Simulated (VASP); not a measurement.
## AgCl: single point with r2SCAN

**What was measured.**

From a printed reference work, data compilation, for a bulk crystal of AgCl: band gap 3.249 eV (indirect).

Crystal: AgCl.

```
CELL_PARAMETERS angstrom
0.00000 2.72297 2.72297
2.72297 0.00000 2.72297
2.72297 2.72297 0.00000
ATOMIC_POSITIONS crystal
Ag 0.00000 0.00000 0.00000
Cl 0.50000 0.50000 0.50000
```

The cell is a database's computed one.

- Program: VASP 6.6.1
- Task: single point
- Functional: r2SCAN
- Potentials or basis: VASP PAW PBE potentials, release 64 (Ag, Cl)
- Cutoff: 520 eV
- k mesh: 8 × 8 × 8
- Occupations: gaussian, width 0.02 eV
- Spin: no spin polarisation

```yaml
Pressure: 3.1 GPa
Band_gap_on_the_k_mesh: 1.43 eV, indirect (least direct gap 3.90 eV)
```

Levels at points of the mesh, in eV from the valence-band top:
```tsv
k point	band 5	band 6	band 7	band 8	band 9	band 10	band 11	band 12	band 13	band 14
(0.00, 0.00, 0.00)	-2.67	-2.67	-2.67	-2.62	-2.62	1.43	11.32	11.32	11.32	12.71
(0.50, 0.00, 0.00)	-2.26	-2.26	-1.91	0.00	0.00	4.56	7.49	8.16	8.16	14.32
(0.50, 0.50, 0.00)	-3.04	-2.41	-2.12	-2.12	-1.97	2.83	8.28	9.45	12.65	12.65
```

Wall time 82 s on 1 thread of AMD EPYC 7R13 Processor (Zen 3), on a shared host, peak memory 0.15 GiB.

Against the measured gap of AgCl, 3.249 eV (indirect; a printed reference work, data compilation), the calculated 1.43 eV is off by -1.82 eV. So large a miss can be the level of theory's own, or it may mean another phase, state or a wrong row. Spin-orbit coupling on Ag is left out. The value is that of r2SCAN on a finite k mesh, which can miss the band edges, without temperature or zero-point motion. The cell is a database's relaxed one, not the measured one, which moves gaps too.

Caveat: the PAW data sets were made with another functional, which shifts forces and pressure a little.
